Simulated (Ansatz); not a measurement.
# NiGe8: the cost of one run

Computed with Ansatz 0.2.0 (DFT PBEsol, scalar-relativistic, plane waves, PAW, unless a step's input says otherwise).

5 further runs of the same task are left out: 5 set aside as unsound or not needed.

## Step 1: The system as given

Symmetry: P3m1, No. 156, trigonal system. Conventional cell: a = 3.997 Å, b = 3.997 Å, c = 27.725 Å, α = 90.00°, β = 90.00°, γ = 120.00°. Around Ge (site symmetry 3m) lie 3 Ge at 2.45 Å. Around Ge (site symmetry 3m) lie 4 Ge at 2.45 to 2.47 Å. Ge (site symmetry 3m) is surrounded by 4 Ge at 2.45 Å. Ge (site symmetry 3m) is surrounded by 4 Ge at 2.45 to 2.46 Å. Ge (site symmetry 3m) is surrounded by 4 Ge at 2.46 to 2.50 Å. Around Ge (site symmetry 3m) lie 4 Ge at 2.44 to 2.50 Å. Ge (site symmetry 3m) has 3 Ge at 2.44 Å in its first shell of neighbours.

Coordinates:

```cif
data_structure
_symmetry_space_group_name_H-M 'P 1'
_symmetry_Int_Tables_number 1
_cell_length_a 3.9970
_cell_length_b 3.9970
_cell_length_c 27.7245
_cell_angle_alpha 90.000
_cell_angle_beta 90.000
_cell_angle_gamma 120.000
_cell_volume 383.58
loop_
_atom_site_label
_atom_site_type_symbol
_atom_site_fract_x
_atom_site_fract_y
_atom_site_fract_z
_atom_site_occupancy
Ge1 Ge 0.33333 0.66667 0.30659 1
Ge2 Ge 0.66667 0.33333 0.33652 1
Ge3 Ge 0.66667 0.33333 0.42555 1
Ge4 Ge 0.33333 0.66667 0.45549 1
Ge5 Ge 0.33333 0.66667 0.54394 1
Ge6 Ge 0.66667 0.33333 0.57459 1
Ge7 Ge 0.66667 0.33333 0.66475 1
Ge8 Ge 0.33333 0.66667 0.69369 1
```

Planes are indexed in the bulk's conventional cell (P6_3/mmc (No. 194)), a = 3.997 Å, b = 3.997 Å, c = 6.596 Å, α = 90.00°, β = 90.00°, γ = 120.00°.

This (001) slab, 10.7 Å thick as cut, with 17 Å of vacuum; its outer planes are Ge (top) and Ge (bottom), was relaxed beforehand with its lower half held: -34025.6848 eV, work function 4.69 eV (top face), 4.73 eV (bottom face).

## Step 2: Ni put at a top (Ge) site

With the adsorbate the run is spin-polarised.

input.yaml reads:

```yaml
crystal:
  lattice:
    - [3.9969678639, 0.0, 0.0]
    - [-1.9984839319, 3.4614757082, 0.0]
    - [0.0, 0.0, 29.7245268541]
  atoms:
    - { symbol: Ge, position: [0.3333333333, 0.6666666667, 0.2859591354] }
    - { symbol: Ge, position: [0.6666666667, 0.3333333333, 0.3138815026] }
    - { symbol: Ge, position: [0.6666666667, 0.3333333333, 0.3969174219] }
    - { symbol: Ge, position: [0.3333333333, 0.6666666667, 0.4248397891] }
    - { symbol: Ge, position: [0.3333333333, 0.6666666667, 0.5073401279] }
    - { symbol: Ge, position: [0.6666666667, 0.3333333333, 0.535925867] }
    - { symbol: Ge, position: [0.6666666667, 0.3333333333, 0.6200200153] }
    - { symbol: Ge, position: [0.3333333333, 0.6666666667, 0.647019037] }
    - { symbol: Ni, position: [0.3333333333, 0.6666666667, 0.72910613], spin: 2.0 }
basis:
  ecutwfc: 420
kpoints:
  mp_grid: { grid: [9, 9, 1] }
hamiltonian:
  xc: pbesol
scf:
  occupations: { method: gaussian, width: 0.1 }
output:
  forces: true
  eigenvalues: true
  populations: true
  write_density: true
  write_potential: true
  elf: true
  volumetric_format: npy
magnetization:
  spin_polarized: true
relax:
  adjacent_minimum: "off"
  f_tol: 0.03
  max_steps: 70
  constraints: [{ sites: [0, 1, 2, 3] }]
efield:
  axis: 3
  dipole_correction: true
  ramp_width: 0.04
```

The run is started by

```console
$ ansatz run input.yaml --threads 2 --pin off --max-ram 5120MiB --backend cpu --events-out ev --progress --plain --runs-dir out
```

**Question.** How long does this run take on 2 threads of Intel Xeon at 2.50GHz (Skylake/Cascade Lake), shared host, and how much memory does it need?

About 7.4 min, with a peak of 1.2 GiB.
